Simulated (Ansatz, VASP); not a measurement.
## Br: VASP beside Ansatz

File INCAR:

```
PREC = Accurate
ENCUT = 520
EDIFF = 1E-7
ISMEAR = -1
SIGMA = 0.05
LREAL = False
LASPH = True
NELM = 80
ALGO = Normal
ISIF = 2
LWAVE = False
LCHARG = False
GGA = PS
NBANDS = 22
```

Contents of KPOINTS:

```
Automatic mesh
0
Gamma
  7 7 3
```

POSCAR

```
Br
1.0
    3.3855238279     -2.3379315741      0.0000000000
    3.3855238279      2.3379315741      0.0000000000
    0.0000000000      0.0000000000      8.7599328054
Br
4
Direct
    0.3651000000      0.6349000000      0.3901000000
    0.1349000000      0.8651000000      0.8901000000
    0.6349000000      0.3651000000      0.6099000000
    0.8651000000      0.1349000000      0.1099000000
```

input.yaml

```yaml
crystal:
  lattice:
    - [3.3855238279, -2.3379315741, 0.0]
    - [3.3855238279, 2.3379315741, 0.0]
    - [0.0, 0.0, 8.7599328054]
  atoms:
    - { symbol: Br, position: [0.3651, 0.6349, 0.3901] }
    - { symbol: Br, position: [0.1349, 0.8651, 0.8901] }
    - { symbol: Br, position: [0.6349, 0.3651, 0.6099] }
    - { symbol: Br, position: [0.8651, 0.1349, 0.1099] }
hamiltonian:
  xc: pbesol
  pseudopotentials: { kind: paw }
kpoints:
  mp_grid: { grid: [7, 7, 3] }
scf:
  occupations: { method: fermi_dirac, width: 0.05 }
output:
  forces: true
  stress: true
  eigenvalues: true
```

Change from the starting cell: volume scaled by 1.02.

Alike in both runs: task single point; functional PBEsol; k mesh 7 × 7 × 3; occupations fermi-dirac, width 0.05 eV; no spin polarisation.

```csv
,VASP,Ansatz
version,VASP 6.6.1,Ansatz 0.2.0
potentials or method,"VASP PAW PBE potentials, release 64 (Br)",Ansatz PAW
plane-wave cutoff (eV),520,420
valence electrons in the cell,28,28
```

|  | VASP | Ansatz | Ansatz less VASP |
| --- | --- | --- | --- |
| gap on the k mesh at the Fermi level (eV) | 1.78 | 1.78 | -0.001 |
| least direct gap on the mesh (eV) | 1.80 | 1.80 | -0.001 |
| pressure (GPa) | -0.4 | -0.4 | -0.04 |
| largest component of the traceless stress (GPa) | 0.58 | 0.57 | -0.005 |
| rms of the force components (eV/Å) | 0.304 | 0.290 | -0.0144 |

Atom by atom the forces differ by 0.015 eV/Å (rms over components).

Caveats: the PAW data sets were made with another functional, which shifts forces and pressure a little (VASP); an odd mesh through Γ misses points on the zone boundary, where band edges often lie (VASP); odd divisions of the mesh miss points on the zone boundary, where band edges often lie, so the gap on the mesh can be too wide (Ansatz); the PAW data sets come from PBE, with cores solved anew for the run's functional, which leaves a small shift of forces and pressure (Ansatz).
